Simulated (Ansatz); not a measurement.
# AuAl and the effect of spin-orbit coupling

It takes space group Pm-3m (No. 221, cubic). The conventional cell has a = 3.224 Å, b = 3.224 Å, c = 3.224 Å, α = 90.00°, β = 90.00°, γ = 90.00°. Au (site symmetry m-3m) has 8 Al at 2.79 Å as nearest neighbours. Al (site symmetry m-3m) has 8 Au at 2.79 Å as nearest neighbours.

The cell comes from a database or a generator and needn't be the stable form of this composition.

Kept alike: task band structure; functional PBEsol; k mesh 8 × 8 × 8; occupations fermi-dirac, width 0.05 eV. Program: Ansatz, Ansatz PAW, cutoff 420 eV. The mesh is that of the run's cell of 2 atoms.

| spin-orbit coupling | pressure (GPa) |
| --- | --- |
| off | -5.17 |
| on | -6.06 |

Pressure is positive in compression, with a Pulay correction for the finite cutoff. For a metal such a mesh leaves the last digits unconverged. All rows use potentials made for PBE.

Question: What does spin-orbit coupling change here?

Answer: The pressure runs from -6.06 (on) to -5.17 GPa (off).
